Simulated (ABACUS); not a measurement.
# TiC (Fm-3m) in ABACUS: equation of state

Aim: energy against volume of TiC in PBEsol, for its equilibrium volume and stiffness.

Program: ABACUS 3.10.1. These are calculated values, not measurements. Logs are shortened: lines on timing, memory, paths and dates and some standing lists are left out, and cuts for length are marked.

## 1. The crystal as given

The structure is cubic, space group Fm-3m (No. 225). The conventional cell has a = 4.331 Å, b = 4.331 Å, c = 4.331 Å, α = 90.00°, β = 90.00°, γ = 90.00°. Ti (site symmetry m-3m) has 6 C at 2.17 Å as nearest neighbours. Around C (site symmetry m-3m) lie 6 Ti at 2.17 Å.

The cell is a database's computed one.

## 2. Equation of state, PBEsol, 9.55 Å³/atom (volume scaled by 0.94)

Input file INPUT:

```
INPUT_PARAMETERS
suffix              TiC
calculation         scf
basis_type          pw
pseudo_dir          ./
symmetry            1
dft_functional      pbesol
ecutwfc             84
pseudo_rcut         7
nspin               1
nbands              12
ks_solver           dav
smearing_method     fd
smearing_sigma      0.00367493
scf_thr             1e-08
scf_nmax            100
mixing_type         broyden
mixing_beta         0.7
cal_force           1
cal_stress          1
kpar                4
```

Input file STRU:

```
ATOMIC_SPECIES
Ti 47.8670 Ti.upf
C 12.0110 C.upf

LATTICE_CONSTANT
1.8897261246

LATTICE_VECTORS
0.0000000000 2.1215080947 2.1215080947
2.1215080947 0.0000000000 2.1215080947
2.1215080947 2.1215080947 0.0000000000

ATOMIC_POSITIONS
Direct

Ti
0.0
1
0.0000000000 0.0000000000 0.0000000000 1 1 1

C
0.0
1
0.5000000000 0.5000000000 0.5000000000 1 1 1
```

Input file KPT:

```
K_POINTS
0
Gamma
11 11 11 0 0 0
```

Potentials or basis: PseudoDojo NC SR 0.4.1 PBEsol standard, plane waves.

On the command line:

```bash
OMP_NUM_THREADS=1 mpirun -np 4 abacus > log
```

running log:

```text
ABACUS v3.10.1

               Atomic-orbital Based Ab-initio Computation at UStc

 ------------------------------------------------------------------------------------

 READING GENERAL INFORMATION
                           global_out_dir = OUT.TiC/
                           global_in_card = INPUT
                               pseudo_dir = ./
                              orbital_dir =
                                    DSIZE = 4
                                    GSIZE = 1

 READING UNITCELL INFORMATION
                                    ntype = 2
                  lattice constant (Bohr) = 1.88973
              lattice constant (Angstrom) = 1

 READING ATOM TYPE 1
                               atom label = Ti
                      L=0, number of zeta = 1
                      L=1, number of zeta = 1
                      L=2, number of zeta = 1
             number of atom for this type = 1

 READING ATOM TYPE 2
                               atom label = C
                      L=0, number of zeta = 1
                      L=1, number of zeta = 1
                      L=2, number of zeta = 1
             number of atom for this type = 1

                        TOTAL ATOM NUMBER = 2
DIRECT COORDINATES
    atom                   x                   y                   z     mag                  vx                  vy                  vz
taud_Ti1            0.0000000000        0.0000000000        0.0000000000  0.0000        0.0000000000        0.0000000000        0.0000000000
taud_C1            0.5000000000        0.5000000000        0.5000000000  0.0000        0.0000000000        0.0000000000        0.0000000000

                          Volume (Bohr^3) = 128.873
                             Volume (A^3) = 19.0969

 Lattice vectors: (Cartesian coordinate: in unit of a_0)
                   +0            +2.12151            +2.12151
             +2.12151                  +0            +2.12151
             +2.12151            +2.12151                  +0
 Reciprocal vectors: (Cartesian coordinate: in unit of 2 pi/a_0)
            -0.235681           +0.235681           +0.235681
            +0.235681           -0.235681           +0.235681
            +0.235681           +0.235681           -0.235681
 The esolver type has been set to : ksdft_pw

                PAO radial cut off (Bohr) = 7

 Read in pseudopotential file is Ti.upf
                     pseudopotential type = NC
          exchange-correlation functional = PBESOL
                 nonlocal core correction = 1
                        valence electrons = 12
                                     lmax = 2
                           number of zeta = 4
                     number of projectors = 6
                           L of projector = 0
[... 191 lines left out ...]
                                    max q = 1104

 number of pseudo atomic orbitals for Ti is 4
WARNING: norm of atomic wavefunction # 3 of atomic type Ti is 0.999523, renormalized
WARNING: norm of atomic wavefunction # 4 of atomic type Ti is 0.990928, renormalized

 number of pseudo atomic orbitals for C is 2
WARNING: norm of atomic wavefunction # 1 of atomic type C is 0.999989, renormalized
WARNING: norm of atomic wavefunction # 2 of atomic type C is 0.999526, renormalized

 -------------------------------------------
 SELF-CONSISTENT
 -------------------------------------------
                                 init_chg = atomic

 PW ALGORITHM --------------- ION=   1  ELEC=   1--------------------------------

 Density error is 0.793737945728
                          Error Threshold = 0.01
----------------------------------------------------------
     Energy           Rydberg                 eV
----------------------------------------------------------
 E_KohnSham     -130.3455241303      -1773.4418369683
 E_Harris       -134.7534123804      -1833.4142333172
 E_Fermi        1.1240829001         15.2939324651
----------------------------------------------------------
[... 111 lines left out ...]
 Density error is 3.73030493079e-09
                          Error Threshold = 8.72428706882e-11
----------------------------------------------------------
     Energy           Rydberg                 eV
----------------------------------------------------------
 E_KohnSham     -130.7466648129      -1778.8996359522
 E_KS(sigma->0) -130.7465712994      -1778.8983636356
 E_Harris       -130.7463666005      -1778.8955785633
 E_band         -6.8381227222        -93.0374326456
 E_one_elec     -26.5011275912       -360.5663386648
 E_Hartree      21.9516997164        298.6681969279
 E_xc           -21.6600324226       -294.6998598120
 E_Ewald        -104.5370174886      -1422.2990897701
 E_entropy(-TS) -0.0001870270        -0.0025446331
 E_descf        0.0000000000         0.0000000000
 E_exx          0.0000000000         0.0000000000
 E_Fermi        1.1599849897         15.7824054549
----------------------------------------------------------

 charge density convergence is achieved
 final etot is -1778.899636 eV
 EFERMI = 15.782405455 eV

 STATE ENERGY(eV) AND OCCUPATIONS    NSPIN == 1
 1/14 kpoint (Cartesian) = 0.0000 0.0000 0.0000 (1687 pws)
       1       -40.4064     0.00150263
       2       -16.5178     0.00150263
       3       -16.5178     0.00150263
       4       -16.5178     0.00150263
       5        3.04867     0.00150263
       6        16.4056    5.80023e-09
       7        16.4056    5.80023e-09
       8        16.4056    5.80023e-09
       9        17.4972    1.91487e-18
      10        17.6042    2.25372e-19
      11        17.6042    2.25372e-19
      12        27.1148        0.00000
[... 57 lines left out ...]
 6/14 kpoint (Cartesian) = 0.10713 0.10713 0.10713 (1685 pws)
       1       -40.3086      0.0120210
       2       -17.1464      0.0120210
       3       -16.5762      0.0120210
       4       -16.5762      0.0120210
       5        6.70737      0.0120210
       6        9.74826      0.0120210
       7        12.6507      0.0120210
       8        12.6507      0.0120210
       9        18.8444    3.04830e-29
      10        18.8444    3.04830e-29
      11        20.1009    3.71413e-40
      12        24.4697    4.19907e-78

[... levels at 8 further k points ...]

------------------------------------------------------------------------------------------
 TOTAL-FORCE (eV/Angstrom)
------------------------------------------------------------------------------------------
                       Ti1         0.0000000000         0.0000000000         0.0000000000
                        C1         0.0000000000         0.0000000000         0.0000000000
------------------------------------------------------------------------------------------

----------------------------------------------------------------
 TOTAL-STRESS (KBAR)
----------------------------------------------------------------
       104.2829496657        -0.0000000000        -0.0000000000
        -0.0000000000       104.2829496657         0.0000000000
        -0.0000000000         0.0000000000       104.2829496657
----------------------------------------------------------------
 TOTAL-PRESSURE: 104.282950 KBAR

 --------------------------------------------
 !FINAL_ETOT_IS -1778.8996359521599970 eV
 --------------------------------------------
```

Run time: 17 s. Hardware: 4 MPI ranks of Intel Xeon Platinum 8375C at 2.90GHz (Ice Lake), shared host; peak memory 0.24 GiB.

Results:

```yaml
Free_energy: -1778.8996 eV
Pressure: 10.4 GPa
Band_gap_on_the_k_mesh: none (metal or under the smearing width)
```

## 3. Equation of state, PBEsol, 9.75 Å³/atom (volume scaled by 0.96)

INPUT is that of step 2.

Changes to STRU since step 2:

```diff
@@ -8,5 +8,5 @@
 LATTICE_VECTORS
-0.0000000000 2.1215080947 2.1215080947
-2.1215080947 0.0000000000 2.1215080947
-2.1215080947 2.1215080947 0.0000000000
+0.0000000000 2.1364487848 2.1364487848
+2.1364487848 0.0000000000 2.1364487848
+2.1364487848 2.1364487848 0.0000000000
```

KPT is that of step 2.

Potentials or basis: PseudoDojo NC SR 0.4.1 PBEsol standard, plane waves.

On the command line:

```bash
OMP_NUM_THREADS=1 mpirun -np 4 abacus > log
```

It took 16 s on 4 MPI ranks of Intel Xeon Platinum 8375C at 2.90GHz (Ice Lake), shared host; peak memory 0.28 GiB.

The run converged. Its results:

| Item | Value |
| --- | --- |
| Free energy | -1778.9181 eV |
| Pressure | 4.2 GPa |
| Band gap on the k mesh | none (metal or under the smearing width) |

## 4. Equation of state, PBEsol, 9.95 Å³/atom (volume scaled by 0.98)

INPUT is that of step 3.

Changes to STRU since step 3:

```diff
@@ -8,5 +8,5 @@
 LATTICE_VECTORS
-0.0000000000 2.1364487848 2.1364487848
-2.1364487848 0.0000000000 2.1364487848
-2.1364487848 2.1364487848 0.0000000000
+0.0000000000 2.1511833799 2.1511833799
+2.1511833799 0.0000000000 2.1511833799
+2.1511833799 2.1511833799 0.0000000000
```

KPT is that of step 3.

On the command line:

```bash
OMP_NUM_THREADS=1 mpirun -np 4 abacus > log
```

Wall time 16 s (4 MPI ranks of Intel Xeon Platinum 8375C at 2.90GHz (Ice Lake), shared host); peak memory 0.28 GiB.

It converged, with:

| Item | Value |
| --- | --- |
| Free energy | -1778.9216 eV |
| Pressure | -1.5 GPa |
| Band gap on the k mesh | none (metal or under the smearing width) |

## 5. Equation of state, PBEsol, 10.16 Å³/atom

INPUT is that of step 4.

Changes to STRU since step 4:

```diff
@@ -8,5 +8,5 @@
 LATTICE_VECTORS
-0.0000000000 2.1511833799 2.1511833799
-2.1511833799 0.0000000000 2.1511833799
-2.1511833799 2.1511833799 0.0000000000
+0.0000000000 2.1657188437 2.1657188437
+2.1657188437 0.0000000000 2.1657188437
+2.1657188437 2.1657188437 0.0000000000
```

KPT is that of step 4.

On the command line:

```bash
OMP_NUM_THREADS=1 mpirun -np 4 abacus > log
```

It took 15 s on 4 MPI ranks of Intel Xeon Platinum 8375C at 2.90GHz (Ice Lake), shared host; peak memory 0.28 GiB.

Results (log left out):

- Free energy: -1778.9114 eV
- Pressure: -6.5 GPa
- Band gap on the k mesh: none (metal or under the smearing width)

## 6. Equation of state, PBEsol, 10.36 Å³/atom (volume scaled by 1.02)

INPUT is that of step 5.

Changes to STRU since step 5:

```diff
@@ -8,5 +8,5 @@
 LATTICE_VECTORS
-0.0000000000 2.1657188437 2.1657188437
-2.1657188437 0.0000000000 2.1657188437
-2.1657188437 2.1657188437 0.0000000000
+0.0000000000 2.1800617706 2.1800617706
+2.1800617706 0.0000000000 2.1800617706
+2.1800617706 2.1800617706 0.0000000000
```

KPT is that of step 5.

Potentials or basis: PseudoDojo NC SR 0.4.1 PBEsol standard, plane waves.

On the command line:

```bash
OMP_NUM_THREADS=1 mpirun -np 4 abacus > log
```

running log:

```text
ABACUS v3.10.1

               Atomic-orbital Based Ab-initio Computation at UStc

 ------------------------------------------------------------------------------------

 READING GENERAL INFORMATION
                           global_out_dir = OUT.TiC/
                           global_in_card = INPUT
                               pseudo_dir = ./
                              orbital_dir =
                                    DSIZE = 4
                                    GSIZE = 1

 READING UNITCELL INFORMATION
                                    ntype = 2
                  lattice constant (Bohr) = 1.88973
              lattice constant (Angstrom) = 1

 READING ATOM TYPE 1
                               atom label = Ti
                      L=0, number of zeta = 1
                      L=1, number of zeta = 1
                      L=2, number of zeta = 1
             number of atom for this type = 1

 READING ATOM TYPE 2
                               atom label = C
                      L=0, number of zeta = 1
                      L=1, number of zeta = 1
                      L=2, number of zeta = 1
             number of atom for this type = 1

                        TOTAL ATOM NUMBER = 2
DIRECT COORDINATES
    atom                   x                   y                   z     mag                  vx                  vy                  vz
taud_Ti1            0.0000000000        0.0000000000        0.0000000000  0.0000        0.0000000000        0.0000000000        0.0000000000
taud_C1            0.5000000000        0.5000000000        0.5000000000  0.0000        0.0000000000        0.0000000000        0.0000000000

                          Volume (Bohr^3) = 139.841
                             Volume (A^3) = 20.7222

 Lattice vectors: (Cartesian coordinate: in unit of a_0)
                   +0            +2.18006            +2.18006
             +2.18006                  +0            +2.18006
             +2.18006            +2.18006                  +0
 Reciprocal vectors: (Cartesian coordinate: in unit of 2 pi/a_0)
[... 226 lines left out ...]
----------------------------------------------------------
     Energy           Rydberg                 eV
----------------------------------------------------------
 E_KohnSham     -130.3150830929      -1773.0276654068
 E_Harris       -135.0087336873      -1836.8880579115
 E_Fermi        1.0254857642         13.9524496111
----------------------------------------------------------
[... 99 lines left out ...]
 Density error is 8.03570076917e-10
                          Error Threshold = 1.74526123518e-08
----------------------------------------------------------
     Energy           Rydberg                 eV
----------------------------------------------------------
 E_KohnSham     -130.7458864047      -1778.8890451650
 E_KS(sigma->0) -130.7457992683      -1778.8878596133
 E_Harris       -130.7457202947      -1778.8867851227
 E_band         -8.5451199579        -116.2623215208
 E_one_elec     -30.5077901429       -415.0797793315
 E_Hartree      23.0055028368        313.0059239351
 E_xc           -21.5141381658       -292.7148666145
 E_Ewald        -101.7292866599      -1384.0979520507
 E_entropy(-TS) -0.0001742728        -0.0023711033
 E_descf        0.0000000000         0.0000000000
 E_exx          0.0000000000         0.0000000000
 E_Fermi        1.0542259225         14.3434795246
----------------------------------------------------------

 charge density convergence is achieved
 final etot is -1778.8890452 eV
 EFERMI = 14.343479525 eV

 STATE ENERGY(eV) AND OCCUPATIONS    NSPIN == 1
 1/14 kpoint (Cartesian) = 0.0000 0.0000 0.0000 (1837 pws)
       1       -42.0775     0.00150263
       2       -18.2308     0.00150263
       3       -18.2308     0.00150263
       4       -18.2308     0.00150263
       5        1.99491     0.00150263
       6        14.9546    7.38612e-09
       7        14.9546    7.38612e-09
       8        14.9546    7.38612e-09
       9        15.9650    1.23676e-17
      10        16.0019    5.91043e-18
      11        16.0019    5.91043e-18
      12        24.4626        0.00000
[... 57 lines left out ...]
 6/14 kpoint (Cartesian) = 0.10425 0.10425 0.10425 (1823 pws)
       1       -42.0100      0.0120210
       2       -18.6951      0.0120210
       3       -18.2760      0.0120210
       4       -18.2760      0.0120210
       5        5.28810      0.0120210
       6        8.66770      0.0120210
       7        11.4910      0.0120210
       8        11.4910      0.0120210
       9        17.0975    1.44188e-26
      10        17.0975    1.44188e-26
      11        18.2131    2.94170e-36
      12        22.2494    2.56771e-71

[... levels at 8 further k points ...]

------------------------------------------------------------------------------------------
 TOTAL-FORCE (eV/Angstrom)
------------------------------------------------------------------------------------------
                       Ti1         0.0000000000         0.0000000000         0.0000000000
                        C1         0.0000000000         0.0000000000         0.0000000000
------------------------------------------------------------------------------------------

----------------------------------------------------------------
 TOTAL-STRESS (KBAR)
----------------------------------------------------------------
      -111.5732752296         0.0000000000         0.0000000000
         0.0000000000      -111.5732752296        -0.0000000000
         0.0000000000        -0.0000000000      -111.5732752296
----------------------------------------------------------------
 TOTAL-PRESSURE: -111.573275 KBAR

 --------------------------------------------
 !FINAL_ETOT_IS -1778.8890451649615443 eV
 --------------------------------------------
```

stdout:

```text
ABACUS v3.10.1

               Atomic-orbital Based Ab-initio Computation at UStc

%%%%%%%%%%%%%%%%%%%%%%%%%%%%%%%%%%%%%%%%%%%%%%%%%%%%%%%%%%%%%%%%%%%%%%%%%%%%%%%%%%%%%%%%%%%%%%%%%%%%%%%%%
[... 36 lines left out ...]
----------------------------------------------------------------
 TOTAL-STRESS (KBAR)
----------------------------------------------------------------
      -111.5732752296         0.0000000000         0.0000000000
         0.0000000000      -111.5732752296        -0.0000000000
         0.0000000000        -0.0000000000      -111.5732752296
----------------------------------------------------------------
 TOTAL-PRESSURE: -111.573275 KBAR
```

It took 13 s on 4 MPI ranks of Intel Xeon Platinum 8375C at 2.90GHz (Ice Lake), shared host; peak memory 0.28 GiB.

Results:

* Free energy: -1778.8890 eV
* Pressure: -11.2 GPa
* Band gap on the k mesh: none (metal or under the smearing width)

## 7. Equation of state, PBEsol, 10.56 Å³/atom (volume scaled by 1.04)

INPUT is that of step 6.

Changes to STRU since step 6:

```diff
@@ -8,5 +8,5 @@
 LATTICE_VECTORS
-0.0000000000 2.1800617706 2.1800617706
-2.1800617706 0.0000000000 2.1800617706
-2.1800617706 2.1800617706 0.0000000000
+0.0000000000 2.1942184125 2.1942184125
+2.1942184125 0.0000000000 2.1942184125
+2.1942184125 2.1942184125 0.0000000000
```

KPT is that of step 6.

On the command line:

```bash
OMP_NUM_THREADS=1 mpirun -np 4 abacus > log
```

Wall time 14 s (4 MPI ranks of Intel Xeon Platinum 8375C at 2.90GHz (Ice Lake), shared host); peak memory 0.28 GiB.

The run converged. Its results:

| Quantity | Value |
| --- | --- |
| Free energy | -1778.8556 eV |
| Pressure | -15.3 GPa |
| Band gap on the k mesh | none (metal or under the smearing width) |

## 8. Equation of state, PBEsol, 10.77 Å³/atom (volume scaled by 1.06)

INPUT is that of step 7.

Changes to STRU since step 7:

```diff
@@ -8,5 +8,5 @@
 LATTICE_VECTORS
-0.0000000000 2.1942184125 2.1942184125
-2.1942184125 0.0000000000 2.1942184125
-2.1942184125 2.1942184125 0.0000000000
+0.0000000000 2.2081947028 2.2081947028
+2.2081947028 0.0000000000 2.2081947028
+2.2081947028 2.2081947028 0.0000000000
```

KPT is that of step 7.

On the command line:

```bash
OMP_NUM_THREADS=1 mpirun -np 4 abacus > log
```

Wall time 16 s (4 MPI ranks of Intel Xeon Platinum 8375C at 2.90GHz (Ice Lake), shared host); peak memory 0.28 GiB.

Results (log left out):

```yaml
Free_energy: -1778.8121 eV
Pressure: -19.0 GPa
Band_gap_on_the_k_mesh: none (metal or under the smearing width)
```

## 9. Equation of state, PBEsol

Potentials or basis: PseudoDojo NC SR 0.4.1 PBEsol standard, plane waves.

No new run: the results of the series are fitted here.

Results:

```
Equilibrium volume                      : 9.90 Å³/atom
Bulk modulus                            : 268 GPa
Pressure derivative of the bulk modulus : 4.0
```

Energy against volume, from the lowest point:
```csv
volume (Å³/atom),energy (meV/atom)
9.548,10.97
9.752,1.72
9.955,0.00
10.158,5.07
10.361,16.27
10.564,33.00
10.767,54.72
```
